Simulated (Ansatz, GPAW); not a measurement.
This is a calculation of MgSi for Ansatz 0.2.0. The cell comes from a database or a generator and needn't be the stable form of this composition.

File input.yaml:

```yaml
crystal:
  lattice:
    - [1.502512, -5.426016, 0.0]
    - [1.502512, 5.426016, 0.0]
    - [0.0, 0.0, 4.340178]
  atoms:
    - { symbol: Si, position: [0.570638, 0.429362, 0.75] }
    - { symbol: Si, position: [0.429362, 0.570638, 0.25] }
    - { symbol: Mg, position: [0.168381, 0.831619, 0.25] }
    - { symbol: Mg, position: [0.831619, 0.168381, 0.75] }
kpoints:
  mp_grid: { grid: [9, 9, 6] }
scf:
  occupations: { method: fermi_dirac, width: 0.05 }
hamiltonian:
  xc: pbesol
  pseudopotentials: { kind: all_electron, lapw: { basis_error: 0.001 } }
output:
  forces: true
  stress: true
  eigenvalues: true
  populations: true
```

Potentials or basis: all-electron LAPW, scalar-relativistic.

Command:

```sh
$ ansatz run input.yaml --threads 2 --pin off --max-ram 8192MiB --backend cpu --events-out ev --progress --plain --runs-dir out
```

Task: What does the same run look like in GPAW 26.7.0 (ASE script)? Potentials or basis there: PAW data sets generated for this functional, cutoff 800 eV.

Result: As run (cutoffs and basis follow the program's own potentials, and thresholds, step limits or extra output files can differ):

The input run.py:

```python
from ase import Atoms
from ase.dft.bandgap import bandgap
from ase.io import write
from ase.units import Bohr, GPa
from gpaw import GPAW, PW, setup_paths
from gpaw.elf import elf_from_dft_calculation

setup_paths.insert(0, '.')

atoms = Atoms(['Si', 'Si', 'Mg', 'Mg'],
              cell=[[1.502512, -5.426016, 0.0],
                    [1.502512, 5.426016, 0.0],
                    [0.0, 0.0, 4.340178]],
              scaled_positions=[[0.570638, 0.429362, 0.75],
                                [0.429362, 0.570638, 0.25],
                                [0.168381, 0.831619, 0.25],
                                [0.831619, 0.168381, 0.75]],
              pbc=True)

calc = GPAW(mode=PW(800),
            xc='PBEsol',
            kpts={'size': (9, 9, 6), 'gamma': True},
            occupations={'name': 'fermi-dirac', 'width': 0.05},
            nbands=26,
            convergence={'density': 1e-05, 'energy': 1e-05},
            maxiter=150,
            txt='gpaw.txt')
atoms.calc = calc
energy = atoms.get_potential_energy()
forces = atoms.get_forces()
stress = atoms.get_stress()
calc.write('gs.gpw')
write('result.traj', atoms)
print(f'Energy: {energy:.6f} eV')
print('Forces (eV/A):')
print(forces.round(4))
print('Stress (GPa):', (stress / GPa).round(3))
print('Fermi level:', round(calc.get_fermi_level(), 4), 'eV')
print(f'Gap: {bandgap(calc)[0]:.4f} eV, direct: {bandgap(calc, direct=True)[0]:.4f} eV')

# fields on the real-space grid
write('density.cube', atoms, data=calc.get_pseudo_density() * Bohr**3)
write('potential.cube', atoms, data=calc.get_electrostatic_potential())
write('elf.cube', atoms, data=elf_from_dft_calculation(calc).data)
```

Potentials or basis: PAW data sets generated in the run's folder for this functional, pw.

Command:

```bash
$ gpaw-setup -f PBEsol Mg Si
$ OMP_NUM_THREADS=1 python run.py
```

Both were run:

|  | Ansatz | GPAW |
| --- | --- | --- |
| Pressure | -1.4 GPa | -1.3 GPa |
| Largest force | 0.165 eV/Å | 0.160 eV/Å |

Where Ansatz's input types no cutoff or centring, it takes its own default and a Γ-centred mesh.

Pressure is positive in compression.
